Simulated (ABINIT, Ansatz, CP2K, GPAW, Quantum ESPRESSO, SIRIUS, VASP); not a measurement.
# One calculation of Hf, 7 ways

```xyz
2
Lattice="3.1967 0.0000 0.0000 -1.5983 2.7684 0.0000 0.0000 0.0000 5.0578" Properties=species:S:1:pos:R:3 pbc="T T T"
Hf    1.5984    0.9228    3.7934
Hf    0.0000    1.8456    1.2645
```

Alike in all runs: task single point; functional PBEsol; k mesh 10 × 10 × 5; occupations fermi-dirac, width 0.05 eV; no spin polarisation; no spin-orbit coupling. Pressure is positive in compression and, in plane waves, holds the error of the finite cutoff.

```tsv
program and potentials	plane-wave cutoff (eV)	notes	pressure (GPa)
ABINIT, PseudoDojo NC SR PBEsol v0.4.1 standard	789	12 valence electrons an atom on average	-3.58
Quantum ESPRESSO, GBRV 1.5 PBEsol	612	12 valence electrons an atom on average	?
VASP, PBE PAW files Hf_pv, 520 eV	520	potentials made for PBE; 10 valence electrons an atom on average	-4.30
GPAW, PAW data sets generated for this functional	600	12 valence electrons an atom on average	-3.53
CP2K, POTENTIAL_UZH Hf GTH-PBE-q12; TZVP-MOLOPT-PBE-GTH basis	-	atomic basis; potentials made for PBE; 12 valence electrons an atom on average	-2.89
SIRIUS, PseudoDojo 0.4.1 PBEsol standard (scalar relativistic)	807	12 valence electrons an atom on average	-3.58
Ansatz, all-electron LAPW, scalar-relativistic	-	-	-3.90
```

Q: Estimate from the other rows what the run with Quantum ESPRESSO, GBRV 1.5 PBEsol gave.

A: Pressure -3.87 GPa. The other rows, which needn't bracket it: pressure -4.30 to -2.89.
